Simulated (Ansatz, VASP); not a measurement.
## One calculation of Ti, two programs

The input INCAR:

```
SYSTEM = Ti
PREC     = Accurate       ! precision mode
ENCUT    = 520            ! plane-wave cutoff, eV
EDIFF    = 1E-8           ! SCF threshold, eV
ISMEAR   = -1             ! smearing method
SIGMA    = 0.05           ! smearing width, eV
LREAL    = .False.        ! projectors in reciprocal space
LASPH    = .True.         ! aspherical terms in the spheres
NELM     = 80             ! most SCF steps
ALGO     = Fast           ! electronic algorithm
ISIF     = 2              ! what is computed and relaxed
LWAVE    = .False.        ! write WAVECAR
LCHARG   = .False.        ! write CHGCAR
GGA      = PS             ! functional
LEFG     = .True.       
NBANDS   = 12             ! bands
```

Contents of KPOINTS:

```
regular mesh
0
Gamma
  14 14 14
  0 0 0
```

Contents of POSCAR:

```
Ti
1.0
   -1.6410000000      1.6410000000      1.6410000000
    1.6410000000     -1.6410000000      1.6410000000
    1.6410000000      1.6410000000     -1.6410000000
Ti
1
Direct
    0.0000000000      0.0000000000      0.0000000000
```

Input for Ansatz:

```yaml
crystal:
  lattice:
    - [-1.641, 1.641, 1.641]
    - [1.641, -1.641, 1.641]
    - [1.641, 1.641, -1.641]
  atoms:
    - { symbol: Ti, position: [0.0, 0.0, 0.0] }
kpoints:
  mp_grid: { grid: [14, 14, 14] }
  band_path:
    path:
      - [0.0, 0.0, 0.0]
      - [0.5, -0.5, 0.5]
      - [0.0, 0.0, 0.5]
      - [0.0, 0.0, 0.0]
      - [0.25, 0.25, 0.25]
      - [0.5, -0.5, 0.5]
      - [0.25, 0.25, 0.25]
      - [0.0, 0.0, 0.5]
    npoints: 5
scf:
  occupations: { method: fermi_dirac, width: 0.05 }
hamiltonian:
  xc: pbesol
  pseudopotentials: { kind: paw }
output:
  forces: true
  stress: true
  eigenvalues: true
  efg: { contact_densities: true }
```

Alike in both runs: task electric field gradients; functional PBEsol; k mesh 14 × 14 × 14; occupations fermi-dirac, width 0.05 eV; no spin polarisation.

|  | VASP | Ansatz |
| --- | --- | --- |
| version | VASP 6.6.1 | Ansatz 0.2.0 |
| potentials or method | VASP PAW PBE potentials, release 64 (Ti_sv) | PAW with Ansatz's default frozen-core files, scalar-relativistic |
| plane-wave cutoff (eV) | 520 | 420 |
| valence electrons in the cell | 12 | 12 |

VASP gave:

| Quantity | Value |
| --- | --- |
| pressure (GPa) | -6.8 |
| Vzz of the field gradient on the site that differs most (V/Å²) | 0.0 |

Q: Estimate Ansatz's values.

A: Pressure (GPa): -6.7; Vzz of the field gradient on the site that differs most (V/Å²): 0.0.

With one functional, cell and mesh, what is left measures potentials, basis and numerics.

Caveats: the PAW data sets were made with another functional, which shifts forces and pressure a little (VASP).
